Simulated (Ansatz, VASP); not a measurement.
# Two plane-wave programs on Al2Cu

Contents of INCAR:

```
ALGO = Normal
EDIFF = 1E-6
ENCUT = 520
GGA = PE
ISIF = 2
ISMEAR = 0
LASPH = T
LCHARG = F
LREAL = F
LWAVE = F
NBANDS = 16
NELM = 60
PREC = Accurate
SIGMA = 0.1
```

KPOINTS

```
k-points
0
Gamma
  10 10 14
```

The input POSCAR:

```
Al2Cu
1.0
    4.1051820000      0.0000000000      0.0000000000
    0.0000000000      4.1051820000      0.0000000000
    0.0000000000      0.0000000000      2.8913130000
Al Cu
2 1
Direct
    0.5000000000      0.0000000000      0.5000000000
    0.0000000000      0.5000000000      0.5000000000
    0.0000000000      0.0000000000      0.0000000000
```

Input for Ansatz:

```yaml
crystal:
  lattice:
    - [4.105182, 0.0, 0.0]
    - [0.0, 4.105182, 0.0]
    - [0.0, 0.0, 2.891313]
  atoms:
    - { symbol: Al, position: [0.5, 0.0, 0.5] }
    - { symbol: Al, position: [0.0, 0.5, 0.5] }
    - { symbol: Cu, position: [0.0, 0.0, 0.0] }
basis:
  ecutwfc: 420
kpoints:
  mp_grid: { grid: [10, 10, 14] }
hamiltonian:
  xc: pbe
scf:
  occupations: { method: gaussian, width: 0.1 }
output:
  forces: true
  stress: true
  eigenvalues: true
  populations: true
```

The cell comes from a database or a generator and needn't be the stable form of this composition.

Alike in both runs: task single point; functional PBE; k mesh 10 × 10 × 14; occupations gaussian, width 0.1 eV; no spin polarisation.

```csv
,VASP,Ansatz
version,VASP 6.6.1,Ansatz 0.2.0
potentials or method,"VASP PAW PBE potentials, release 64 (Al, Cu)","scalar-relativistic, plane waves, PAW"
plane-wave cutoff (eV),520,420
valence electrons in the cell,17,25
```

VASP gave:

* gap on the k mesh at the Fermi level (eV): none
* pressure (GPa): 0.6
* largest component of the traceless stress (GPa): 0.33

Estimate Ansatz's values.

gap on the k mesh at the Fermi level (eV): none; pressure (GPa): 0.5; largest component of the traceless stress (GPa): 0.35.

A gap of «none» marks a metal or a gap that the smearing closes. The functional is the same, so the differences come from potentials, cutoffs and numerics. The two sets of potentials don't hold the same shells in valence.
